**Question**

I'm looking at a scan in which one sulfur atom of a layered WS₂ cell is shifted up and down while everything else is held still. Positive displacement brings it closer to the tungsten plane of its own layer.

One S atom in the 6-atom cell of WS₂ (P-3m1, a = 3.146, c = 23.567 Å) is moved along c from the relaxed structure, all else fixed. Ansatz 0.2.0, plane-wave PAW, PBEsol, scalar-relativistic, no spin polarisation, cutoff 420 eV, k mesh 12×12×2, Gaussian smearing 0.05 eV. Free energies are relative to the undisturbed cell; pressure is positive in compression.

| displacement (Å) | energy change (eV a cell) | force along direction (eV/Å summed over the moved atoms) | pressure (GPa) | gap on mesh (eV) |
| --- | --- | --- | --- | --- |
| -0.3 | 0.656 | 3.825 | -3.13 | 1.240 |
| -0.225 | 0.393 | 3.171 | -2.56 | 1.351 |
| -0.15 | 0.186 | 2.326 | -1.85 | 1.442 |
| 0 | 0.000 | 0.001 | 0.00 | 1.525 |
| 0.075 | 0.055 | -1.503 | 1.17 | 1.351 |
| 0.15 | 0.231 | -3.235 | 2.52 | 0.975 |
| 0.225 | 0.545 | -5.175 | 4.06 | 0.510 |
| 0.3 | 1.010 | -7.182 | 5.78 | 0.000 |

I expected something close to a spring, with equal costs on both sides. Instead, the two ends of the scan differ a lot in energy and even more in force. The pressure changes sign, and the gap disappears at one end only. Why is the response so lopsided, and is the last row still part of the same story?

**Answer**

The cell contains only one atom of this kind in each sulfur sheet, and the cell repeats sideways. The calculation therefore moves a whole sheet, and every sulfur atom in it stretches or shortens three slanted W–S bonds. The forces on the atoms held still show where the load goes. In every displaced row, tungsten takes 88 to 90 % of the reaction and the sulfur on the far side of the same layer takes most of the rest. The curve is thus mainly a record of how the sheet acts on tungsten, through the lengths of the W–S bonds and the angles between them.

Suppose first that these bonds were ordinary springs. When the sheet is pulled outwards, the bonds turn towards the direction of motion, so each further step lengthens them more. When it is pushed inwards they lie flatter, and each step shortens them less. A move of 0.3 Å lengthens a bond by 0.206 Å but shortens it by only 0.184 Å. Since a spring's energy grows with the square of its length change, the inward move should cost about 0.8 times as much as the outward one.

The calculation gives the opposite: 1.010 eV inwards against 0.656 eV outwards, a ratio of 1.54. The slant of the bonds therefore works against the observed asymmetry. Forces that depend on the bond angles also load tungsten, and they are expected to favour the inward side, because the angles change more when the bonds lie flatter. The pressure helps to separate the two: scaling the cell uniformly leaves all angles unchanged, so forces that depend only on angles add nothing to it. Yet it is 5.78 GPa inwards against −3.13 GPa outwards, a ratio of 1.85, although the bonds shorten less than they lengthen. The likeliest main source is therefore the W–S bonds themselves, which resist compression much more strongly than extension. Theory supplies the reason. Shortening a bond pushes filled electron shells into each other, and the resulting Pauli repulsion rises steeply. Lengthening it weakens the orbital overlap that holds the atoms together, so the restoring force grows less and less quickly.

A diatomic molecule behaves in the same way: its energy curve has a steep inner wall and a softer outer side. The comparison holds for the shape of the curve along the bond. It does not cover the slant of the bonds here, nor the forces that depend on the angles between them.

The usual formula for such a curve is the Morse function. For the three bonds together it reads

E = C · [1 − exp(−s·d)]²

where E is the energy change, d is the change in bond length from rest, and C and s are constants. I fitted C and s to the energies from rest to +0.3 Å only, which gave C = 7.97 eV and s = 1.65 per Å. The outward rows then test whether a curve learned from compressed bonds also describes stretched ones.

Take the row at −0.3 Å, which was not in the fit:

1. Seen from above, sulfur and tungsten are 3.146/√3 = 1.816 Å apart.
2. At rest the sulfur sheet lies 1.568 Å from the tungsten plane, so after the move it lies 1.868 Å away.
3. The bond length is √(1.816² + 1.868²) = 2.605 Å. At rest it is 2.399 Å, so d = 0.206 Å.
4. The energy is 7.97 × [1 − exp(−1.65 × 0.206)]² ≈ 0.66 eV.

The table has 0.656 eV, and the other two outward rows are also met to about 1 % or better. The full comparison is in the output below.

That success should not be read as proof that the layer consists of independent bonds. Over so short and smooth a scan, a simple curve in the displacement with one cubic term would be expected to carry over fairly well too. If the forces acted purely along the W–S lines, the sideways stress would be 39 to 50 % larger than the computed one. Forces that depend on the bond angles, and forces between the two sulfur sheets, are expected to matter too, and the fitted curve absorbs their effect on the energy. For this reason C should not be taken as the energy needed to break the bonds.

For practical estimates, the important point is how soon the spring picture wears out. The forces at ±0.15 Å give a stiffness of about 18.5 eV/Å². A constant spring of that stiffness would store ½ × 18.5 × 0.15² ≈ 0.21 eV on either side. The computed values are 0.231 eV inwards and 0.186 eV outwards, so the estimate is already off by roughly a tenth, in opposite directions.

The pressure has the same origin as the force. A sheet pushed inwards presses on the atoms held in place, and the cell would relieve this by expanding; a sheet pulled outwards makes the cell want to contract. The stress across the layer can be rebuilt to about 2 % in the displaced rows from the forces on the held atoms, their heights and the cell volume. Per unit of force, this stress falls from the outward end of the scan to the inward end, while the sideways stress rises. The two changes nearly cancel in the average, so the pressure stays at about 0.8 GPa for each eV/Å. The printed pressure is an average over directions with unequal stresses and over a cell that appears to include empty space, so a taller cell would give a smaller number for the same distortion.

The gap is a separate matter, and here the table shows more than it explains. Among the rows computed it is widest at rest (none lies between −0.15 Å and rest), loses only 0.285 eV at the outward end, and falls to zero at the inward end. Moving one sheet makes the two layers of the cell unequal and can set up an electric dipole. The closure could therefore happen within the distorted layer or between the two layers; band edges resolved by layer would decide which.

The point of closure is also uncertain. PBEsol usually gives gaps that are too small, so a real gap might survive at +0.3 Å. Two other limits can act the other way: a k mesh that misses the true band edges shows too wide a gap, and spin–orbit coupling, left out here, splits the valence band and can narrow the gap.

The energy runs smoothly into the last row. The force there is about 1.3 % smaller than the bond curve gives, after agreeing to 0.3 % or better in the other inward rows. The outward rows, which were not fitted, miss by 0.9 to 1.3 %, so the deviation stands out only against the fitted side. It coincides with the loss of the gap: only in this row does the free energy (1.010413 eV) differ from the energy at zero smearing (1.010669 eV), a sign that states have just begun to be partly filled. The scan does not show that one causes the other, and the k mesh was chosen for an insulator, so this row is less certain than the rest. For the mechanical response, the last row still belongs to the same story, apart from that small deviation.

To judge a similar displacement, work out which bonds become shorter and which become longer. If the move shortens all the strong bonds of the atom, and these stand well out of the plane of its neighbours, as here, expect a steep side; the reverse move gives the soft one. Where the bonds lie nearly flat, as in ammonia, the effect of the slant can win and reverse the order. If the atom starts midway between two identical neighbours, and the rest of its surroundings also looks the same in both directions, symmetry makes both moves cost the same.

Output of the analysis:

```
fit of energy_change on 5 rows (displacement > -0.01): coefficient of (1 - exp(-s*d))**2 7.971 +/- 0.0015, s 1.652; rms 0.000173, worst 0.225 -0.000286, leave-one-out rms 0.000988
  rows outside the fit (model, value, miss): -0.3 0.6629, 0.656, 0.00686; -0.225 0.3962, 0.393, 0.00324; -0.15 0.1868, 0.186, 0.000832
Bond model and stresses:
     row  'moved W-S bond (A)'  'Morse energy (eV)'  'Morse force (eV/A)'  'zz from forces (GPa)'  'zz computed (GPa)'  'xx central bonds (GPa)'  'xx computed (GPa)'
    -0.3                 2.605               0.6629                 3.874                  -6.134               -6.012                     -2.35               -1.687
  -0.225                 2.552               0.3962                 3.205                  -4.887               -4.804                    -2.046                -1.43
   -0.15                   2.5               0.1868                 2.346                  -3.443               -3.394                    -1.576               -1.079
     0.0                 2.399                    0                     0               -0.003233               -0.006                 0.0003339                    0
   0.075                 2.351              0.05503                -1.505                   1.957                1.933                     1.181                0.785
    0.15                 2.304               0.2312                 -3.23                   4.039                3.998                     2.667                1.778
   0.225                 2.259               0.5447                -5.162                     6.2                6.144                     4.474                3.013
     0.3                 2.215                 1.01                -7.275                    8.26                8.171                     6.507                4.582
Energy inward over outward at 0.3 A (computed): 1.54
The same ratio for harmonic springs from geometry alone: 0.8013
Force size inward over outward at 0.3 A: 1.878
Share of the reaction taken by W in the moved rows (percent): 87.66, 88.38, 88.93, 89.61, 89.31, 88.7, 87.76
Share taken by the opposite S of the layer in the moved rows (percent): 11.19, 10.67, 10.31, 9.933, 10.32, 10.97, 11.9
Stiffness from forces at plus and minus 0.15 A (eV/A2): 18.54
Largest miss of the Morse force (eV/A): 0.09332
Excess of central-bond xx stress in the moved rows (percent): 39.27, 43.08, 46.07, 50.43, 50.01, 48.5, 42.01
Pressure per force in the moved rows (GPa per eV/A): 0.8183, 0.8073, 0.7954, 0.7784, 0.779, 0.7845, 0.8048
Gap lost at 0.3 A outward (eV): 0.285
Gap lost at 0.3 A inward (eV): 1.525
```
